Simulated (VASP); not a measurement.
Set up this calculation in VASP 6.6.1, as the native input.

```
Task                   : relaxation of cell and atoms
Functional             : PBE
Potentials or basis    : VASP PAW PBE potentials, release 64 (Be, H)
Cutoff                 : 600 eV
k mesh                 : 6 × 6 × 4
Occupations            : gaussian, width 0.1 eV
Spin                   : no spin polarisation
Dipole correction      : no
Further INCAR settings : ALGO = Normal; EDIFF = 1e-06; IBRION = 2; EDIFFG = -0.04; NSW = 90; ISIF = 3
```

The structure of Be2H3 lies in POSCAR:

```
Be2H3
1.0
    2.8050812400      0.0000000000      0.0000000000
    0.0000000000      2.8050812400      0.0000000000
    0.0000000000      0.0000000000      4.1764029000
Be H
2 3
Direct
    0.5000000000      0.5000000000      0.0000000000
    0.0000000000      0.0000000000      0.0000000000
    0.5000000000      0.5000000000      0.5000000000
    0.0000000000      0.0000000000      0.6661340500
    0.0000000000      0.0000000000      0.3338659500
```

The cell was built by a generator and needn't be a form met in nature.

The cell isn't the ideal one: random cell by space group and Wyckoff sites (P4/mmm, No. 123).

These files were run (other wordings do the same):

INCAR

```
SYSTEM = Be2H3
PREC = Accurate ; ENCUT = 600
EDIFF = 1E-6 ; ISMEAR = 0
SIGMA = 0.1 ; LREAL = .False.
LASPH = .True. ; NELM = 100
ALGO = Normal ; ISIF = 3
LWAVE = .False. ; LCHARG = .False.
GGA = PE ; IBRION = 2
NSW = 90 ; EDIFFG = -0.04
```

KPOINTS

```
regular mesh
0
Gamma
  6 6 4
  0 0 0
```

Potentials or basis: VASP PAW PBE potentials, release 64 (Be, H).

The run is started by

```console
$ cat potpaw_PBE.64/Be/POTCAR potpaw_PBE.64/H/POTCAR > POTCAR
$ mpirun -np 1 vasp_std > vasp.out
```

Results of the run:

* Relaxed volume: 7.23 Å³/atom
* Relaxed cell: a = 3.107 Å, b = 3.107 Å, c = 3.748 Å, α = 90.00°, β = 90.00°, γ = 90.00°
* Space group after relaxing (to 0.05 Å): P4/mmm (No. 123)
* Energy gained by relaxing: 222.4 meV/atom
* Ionic steps: 16
* Pressure after relaxing: -0.2 GPa
* Largest force after relaxing: 0.010 eV/Å
* Band gap on the k mesh: none (metal or under the smearing width)

Caveat: the k mesh is coarse (spacing up to 0.38 Å⁻¹), so the values aren't converged.

Run time: 88 s on 1 thread of AMD EPYC 7R13 Processor (Zen 3), with other jobs on the host, peak memory 0.11 GiB.
